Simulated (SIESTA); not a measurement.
The system is AlN.

```
Al N
1.0
     0.00000    2.18399    2.18399
     2.18399    0.00000    2.18399
     2.18399    2.18399    0.00000
Al N
1 1
Direct
  0.00000 0.00000 0.00000
  0.25000 0.25000 0.25000
```

Measurements of this composition are mostly on another form, of space group No. 186.

Base run:

| Property | Result |
| --- | --- |
| Program | SIESTA 5.4.2 |
| Functional | PBE |
| Potentials or basis | PseudoDojo 0.4 standard (PBE files) |
| Basis | TZP (energy shift 0.003 Ry) |
| Grid cutoff | 800 Ry |
| Energy shift | 0.003 Ry |
| k mesh | 10 × 10 × 10 |
| Occupations | fermi-dirac, width 0.05 eV |
| Spin | no spin polarisation |

Its results: band gap on the k mesh 3.29 eV, indirect (least direct gap 4.37 eV); pressure 5.8 GPa.

Q: The run is repeated on the same cell with these changes: basis from TZP (energy shift 0.003 Ry) to DZ (energy shift 0.003 Ry). What comes out?

A: Band gap on the k mesh 3.34 eV, indirect (least direct gap 4.02 eV); pressure 13.8 GPa.

Caveats: the basis of atomic orbitals isn't converged, which shifts pressures, moduli and gaps; the basis has no polarisation orbitals (some runs).
